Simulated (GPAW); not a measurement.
# MnO (Fm-3m) in GPAW: settings compared, part 2 of 2

GPAW 26.7.0. The steps go on from the part before.

### 3 Equation of state, BEEF-vdW, collinear spin, ferromagnetic start

run.py

```python
from ase.eos import EquationOfState
from ase.io import Trajectory, read
from ase.units import GPa
from gpaw import GPAW, PW

atoms = read('POSCAR')
atoms.set_initial_magnetic_moments([4.0, 0.0])

traj = Trajectory('eos.traj', 'w')
volumes, energies = [], []
for x in [0.94, 0.96, 0.98, 1.0, 1.02, 1.04, 1.06]:
    a = atoms.copy()
    a.set_cell(atoms.cell * x**(1 / 3), scale_atoms=True)
    calc = GPAW(mode=PW(800),
                xc={'name': 'BEEF-vdW', 'backend': 'libvdwxc'},
                kpts={'size': (7, 7, 7), 'gamma': True},
                occupations={'name': 'fermi-dirac', 'width': 0.05},
                nbands=21,
                convergence={'density': 1e-05, 'energy': 1e-05},
                maxiter=150,
                txt=f'eos-{x:.2f}.txt')
    a.calc = calc
    energies.append(a.get_potential_energy(force_consistent=True))
    volumes.append(a.get_volume())
    calc.write(f'eos-{x:.2f}.gpw')
    traj.write(a)
    print(f'{x:.2f} {volumes[-1]:10.4f} A^3 {energies[-1]:14.6f} eV', flush=True)

v0, e0, B = EquationOfState(volumes, energies, eos='birchmurnaghan').fit()
print(f'V0 = {v0:.4f} A^3, E0 = {e0:.6f} eV, B0 = {B / GPa:.2f} GPa')
```

POSCAR

```
MnO
1.0
    0.0000000000      2.2239077028      2.2239077028
    2.2239077028      0.0000000000      2.2239077028
    2.2239077028      2.2239077028      0.0000000000
Mn O
1 1
Direct
    0.0000000000      0.0000000000      0.0000000000
    0.5000000000      0.5000000000      0.5000000000
```

Potentials or basis: GPAW PAW data sets (gpaw-data 1.2.1), pw.

On the command line:

```
OMP_NUM_THREADS=1 python run.py
```

Output:

```text
__  _  _
 | _ |_)|_||  |
 |__||  | ||/\| - 26.7.0

Input parameters:
  mode=PW(ecut=800.0),
  convergence={'density': 1e-05, 'energy': 1e-05},
  kpts=MonkhorstPack(size=(7, 7, 7), gamma=True),
  maxiter=150,
  nbands=21,
  occupations=Occupations(name='fermi-dirac', width=0.05),
  xc=XC(name='BEEF-vdW', backend='libvdwxc')

Diagonalizing LCAO Hamiltonian
Converting LCAO to pw mode

              O

       Mn

Atoms  # Å, Bohr magnetons
|   | symbol |        x |        y |        z |    initial magnetic moments |
|---|--------|----------|----------|----------|-----------------------------|
| 0 |     Mn | 0.000000 | 0.000000 | 0.000000 | ( 0.0000,  0.0000,  4.0000) |
| 1 |      O | 2.178509 | 2.178509 | 2.178509 | ( 0.0000,  0.0000,  0.0000) |

Unit cell  # Å
| periodic |        x |        y |        z |  lengths |    angles |
|----------|----------|----------|----------|----------|-----------|
|      yes | 0.000000 | 2.178509 | 2.178509 | 3.080877 | 60.000000 |
|      yes | 2.178509 | 0.000000 | 2.178509 | 3.080877 | 60.000000 |
|      yes | 2.178509 | 2.178509 | 0.000000 | 3.080877 | 60.000000 |

Number of symmetries: 48
Symmetry operations  # r_c * U_cc + t_c -> r_c
|    | kind |            matrix            |
|----|------|------------------------------|
|  0 |  σ   |  1, 0, 0,  1, 0,-1,  1,-1, 0 |
|  1 |  C2  |  1, 0, 0,  1,-1, 0,  1, 0,-1 |
|  2 |  E   |  1, 0, 0,  0, 1, 0,  0, 0, 1 |
|  3 |  σ   |  1, 0, 0,  0, 0, 1,  0, 1, 0 |
|  4 |  C4  |  1, 0,-1,  1, 0, 0,  1,-1, 0 |
|  5 |  S6  |  1, 0,-1,  1,-1, 0,  1, 0, 0 |
|  6 |  σ   |  1, 0,-1,  0, 1,-1,  0, 0,-1 |
|  7 |  C3  |  1, 0,-1,  0, 0,-1,  0, 1,-1 |
|  8 |  S6  |  1,-1, 0,  1, 0, 0,  1, 0,-1 |
|  9 |  C4  |  1,-1, 0,  1, 0,-1,  1, 0, 0 |
| 10 |  C3  |  1,-1, 0,  0,-1, 1,  0,-1, 0 |
| 11 |  σ   |  1,-1, 0,  0,-1, 0,  0,-1, 1 |
| 12 |  σ   |  0, 1, 0,  1, 0, 0,  0, 0, 1 |
| 13 |  C4  |  0, 1, 0,  0, 1,-1, -1, 1, 0 |
| 14 |  C3  |  0, 1, 0,  0, 0, 1,  1, 0, 0 |
| 15 |  S6  |  0, 1, 0, -1, 1, 0,  0, 1,-1 |
| 16 |  C2  |  0, 1,-1,  1, 0,-1,  0, 0,-1 |
| 17 |  σ   |  0, 1,-1,  0, 1, 0, -1, 1, 0 |
| 18 |  S4  |  0, 1,-1,  0, 0,-1,  1, 0,-1 |
| 19 |  C4  |  0, 1,-1, -1, 1, 0,  0, 1, 0 |
| 20 |  C3  |  0, 0, 1,  1, 0, 0,  0, 1, 0 |
| 21 |  σ   |  0, 0, 1,  0, 1, 0,  1, 0, 0 |
| 22 |  S6  |  0, 0, 1,  0,-1, 1, -1, 0, 1 |
| 23 |  C4  |  0, 0, 1, -1, 0, 1,  0,-1, 1 |
| 24 |  S4  |  0, 0,-1,  1, 0,-1,  0, 1,-1 |
| 25 |  C3  |  0, 0,-1,  0, 1,-1,  1, 0,-1 |
| 26 |  C2  |  0, 0,-1,  0,-1, 0, -1, 0, 0 |
| 27 |  S6  |  0, 0,-1, -1, 0, 0,  0,-1, 0 |
| 28 |  S4  |  0,-1, 1,  1,-1, 0,  0,-1, 0 |
| 29 |  C4  |  0,-1, 1,  0, 0, 1, -1, 0, 1 |
| 30 |  C2  |  0,-1, 1,  0,-1, 0,  1,-1, 0 |
| 31 |  σ   |  0,-1, 1, -1, 0, 1,  0, 0, 1 |
| 32 |  C3  |  0,-1, 0,  1,-1, 0,  0,-1, 1 |
| 33 |  S6  |  0,-1, 0,  0, 0,-1, -1, 0, 0 |
| 34 |  S4  |  0,-1, 0,  0,-1, 1,  1,-1, 0 |
| 35 |  C2  |  0,-1, 0, -1, 0, 0,  0, 0,-1 |
| 36 |  C2  | -1, 1, 0,  0, 1, 0,  0, 1,-1 |
| 37 |  S6  | -1, 1, 0,  0, 1,-1,  0, 1, 0 |
| 38 |  S4  | -1, 1, 0, -1, 0, 1, -1, 0, 0 |
| 39 |  C3  | -1, 1, 0, -1, 0, 0, -1, 0, 1 |
| 40 |  S6  | -1, 0, 1,  0, 0, 1,  0,-1, 1 |
| 41 |  C2  | -1, 0, 1,  0,-1, 1,  0, 0, 1 |
| 42 |  C3  | -1, 0, 1, -1, 1, 0, -1, 0, 0 |
| 43 |  S4  | -1, 0, 1, -1, 0, 0, -1, 1, 0 |
| 44 |  C2  | -1, 0, 0,  0, 0,-1,  0,-1, 0 |
| 45 |  i   | -1, 0, 0,  0,-1, 0,  0, 0,-1 |
| 46 |  σ   | -1, 0, 0, -1, 1, 0, -1, 0, 1 |
| 47 |  C2  | -1, 0, 0, -1, 0, 1, -1, 1, 0 |

BZ-sampling:
  Number of BZ points: 343
  Number of IBZ points: 20

  Monkhorst-Pack size: [7, 7, 7]
  Monkhorst-Pack shift: [0, 0, 0]

K-points  # in reciprocal-cell coordinates
|     |                                coordinates |     weight |
|-----|--------------------------------------------|------------|
|   0 | (  0.00000000,   0.00000000,   0.00000000) | 0.00291545 |
|   1 | (  0.14285714,   0.14285714,   0.00000000) | 0.01749271 |
|   2 | (  0.14285714,   0.14285714,   0.14285714) | 0.02332362 |
|   3 | (  0.28571429,   0.14285714,   0.14285714) | 0.03498542 |
|   4 | (  0.28571429,   0.28571429,   0.00000000) | 0.01749271 |
|   5 | (  0.28571429,   0.28571429,   0.14285714) | 0.06997085 |
|   6 | (  0.28571429,   0.28571429,   0.28571429) | 0.02332362 |
|   7 | (  0.42857143,  -0.28571429,  -0.28571429) | 0.03498542 |
|   8 | (  0.42857143,   0.28571429,  -0.42857143) | 0.13994169 |
|   9 | (  0.42857143,   0.28571429,  -0.28571429) | 0.06997085 |
| ... |                                            |            |
|  19 | (  0.42857143,   0.42857143,   0.42857143) | 0.02332362 |

Plane wave coefficients: 1073
Cutoff: 800.0 eV

Spin-components: 2 (collinear spins)
Bands:           21
Projectors:      11
Spin-degeneracy: 1
Datatype:        complex128

Parallelization:
  kpt:    1
  domain: 1
  band:   1

Density:
  Valence electrons: 21.0
  Components: 2
  Grid points: [21 21 21]
  Charge: 0.0  # |e|

Potential:
  Grid points: [21 21 21]

species:
  Mn:
    name:    Manganese
    Z:       25.0
    valence: 15
    core:    10
    charge:  0.0  # [|e|]
    compensation charges:
      type: gauss
      rc: 0.38  # [Å]
      lmax: 2
    cutoffs:
      filter: 2.14  # [Å]
      core: 0.86  # [Å]
    projectors
    | kind |    occ | energy [eV] | rcut [Å] |
    |------|--------|-------------|----------|
    |   3s |  2.000 |     -85.859 |    1.275 |
    |   4s |  2.000 |      -5.106 |    1.275 |
    |   3p |  6.000 |     -54.597 |    1.281 |
    |   4p |  0.000 |      -1.371 |    1.281 |
    |   3d |  5.000 |      -6.771 |    1.138 |
    |    d |        |      20.441 |    1.138 |

    Using partial waves for Mn as LCAO basis

  O:
    name:    Oxygen
    Z:       8.0
    valence: 6
    core:    2
    charge:  0.0  # [|e|]
    compensation charges:
      type: gauss
      rc: 0.21  # [Å]
      lmax: 2
    cutoffs:
      filter: 1.17  # [Å]
      core: 0.83  # [Å]
    projectors
    | kind |    occ | energy [eV] | rcut [Å] |
    |------|--------|-------------|----------|
    |   2s |  2.000 |     -23.961 |    0.688 |
    |   2p |  4.000 |      -9.029 |    0.598 |
    |    s |        |       3.251 |    0.688 |
    |    p |        |      18.182 |    0.598 |
    |    d |        |       0.000 |    0.619 |

    Using partial waves for O as LCAO basis

Reference energy: -33554.940374  # eV

eigensolver:
  PPCG
  Converge bands: occupied
  niter=2

density mixing:
  MSR1-Mixer
  Pratt-step length: 0.05
  Maximum mixing coefficient: 0.75
  Old densities: 10
  SVD Regularization: 0.005
  Good broyden scale: 1.0
  Trust region scale: 1.0
  Backstep threshold: 4.0
  History deletion threshold: 6.0
  Fourier metric: weight=20.0, sigma=0.015

occupation numbers:
  Fermi-Dirac:
    width: 0.0500  # eV

poisson solver:
  ecut: 6400.0  # eV

xc functional:
  name: vdW-BEEF with libvdwxc
  Mode: serial
  Semilocal: BEEVDW with 2 nearest neighbor stencil
  Corresponding non-local functional: vdW-DF2
  Local blocksize: 42 x 42 x 42
  PAW datasets: PBE

convergence criteria:
- Maximum integral of absolute [dens]ity change: 1e-05 electrons / valence electron
- Maximum [total energy] change in last 3 cyles: 1e-05 eV / valence electron
- Maximum integral of absolute [eigenst]ate change: 4e-08 eV^2 / valence electron
maximum number of iterations: 150

SCF iterations
|iter     | |      energy | eigst |  dens |  magmom |
|---------|-|-------------|-------|-------|---------|
|iter:   1| |  -87.840742 | +0.15 |       |  +4.0033|
|iter:   2| |  -87.516386 | -2.27 | -0.86 |  +4.0415|
|iter:   3| |  -86.758100 | -1.81 | -0.91 |  +4.3301|
|iter:   4| |  -86.792788 | -3.10 | -1.48 |  +4.4599|
|iter:   5| |  -86.807122 | -2.96 | -1.79 |  +4.5760|
|iter:   6| |  -86.808003 | -4.21 | -2.22 |  +4.6244|
|iter:   7| |  -86.808316 | -4.23 | -2.64 |  +4.6631|
|iter:   8| |  -86.808332 | -5.26 | -3.12 |  +4.6762|
|iter:   9| |  -86.808333c| -7.00 | -3.89 |  +4.6765|
|iter:  10| |  -86.808332c| -7.89c| -4.61 |  +4.6769|
|iter:  11| |  -86.808332c| -8.13c| -5.25c|  +4.6769|

Converged in 11 steps
Energy contributions relative to reference atoms: (reference = -33554.940374)

Energy contributions:
  Kinetic:          49.067955
  Coulomb:         -42.512141
  Zero:              0.268650
  External:          0.000000
  Xc:              -93.628532
  Entropy:          -0.008526
  Spinorbit:         0.000000
  ----------------------------
  Free energy:     -86.812596
  Extrapolated:    -86.808332

dipole moment: (-9.416228, -9.416228, -9.416228)  # |e|*Ang

Total magnetic moment: (0.000000, 0.000000, 4.676897)

Local magnetic moments
|        x |        y |        z |
|----------|----------|----------|
| 0.000000 | 0.000000 | 4.204482 |  # Mn   0
| 0.000000 | 0.000000 | 0.162319 |  # O    1

Fermi level: 8.889
Eigenvalues  # (at kpt = [0.000, 0.000, 0.000])
| band index |      eig [eV] | occ [0-1] |      eig [eV] | occ [0-1] |
|------------|---------------|-----------|---------------|-----------|
|          0 |       -73.342 |     1.000 |       -68.506 |     1.000 |
|        ... |               |           |               |           |
|          3 |       -41.947 |     1.000 |       -37.200 |     1.000 |
|          4 |       -12.021 |     1.000 |       -11.567 |     1.000 |
|          5 |         4.728 |     1.000 |         5.104 |     1.000 |
|          6 |         4.728 |     1.000 |         5.104 |     1.000 |
|          7 |         4.728 |     1.000 |         5.104 |     1.000 |
|          8 |         5.395 |     1.000 |         9.527 |     0.000 |
|          9 |         5.395 |     1.000 |         9.527 |     0.000 |
|         10 |         5.395 |     1.000 |         9.527 |     0.000 |
|         11 |         5.979 |     1.000 |        10.182 |     0.000 |
|         12 |         5.979 |     1.000 |        10.182 |     0.000 |
|         13 |         8.680 |     0.985 |        10.200 |     0.000 |
|         14 |        23.280 |     0.000 |        23.917 |     0.000 |
|         15 |        25.755 |     0.000 |        27.304 |     0.000 |
|         16 |        25.755 |     0.000 |        27.304 |     0.000 |
|         17 |        25.755 |     0.000 |        27.304 |     0.000 |
|         18 |        29.579 |     0.000 |        32.437 |     0.000 |
|        ... |               |           |               |           |
|         20 |        29.579 |     0.000 |        32.437 |     0.000 |

No gap
No difference between direct/indirect transitions
# Writing to eos-0.94.gpw (mode='')
```

Run time: 2.7 min. Hardware: 1 thread of AMD EPYC 7R43 (Zen 3), shared host; peak memory 0.32 GiB.

Results:

- Equilibrium volume: 11.80 Å³/atom (rough: see the caveat)
- Bulk modulus: 126 GPa (rough)

Energy against volume, from the lowest point:
| volume (Å³/atom) | energy (meV/atom) |
| --- | --- |
| 10.339 | 72.76 |
| 10.559 | 51.82 |
| 10.779 | 35.05 |
| 10.999 | 21.20 |
| 11.219 | 10.63 |
| 11.439 | 3.43 |
| 11.659 | 0.00 |

Caveat: the fit is doubtful: noisy points or a state that changes with volume; the minimum lies outside the volumes run; the PAW data sets were made with another functional, which shifts forces and pressure a little.
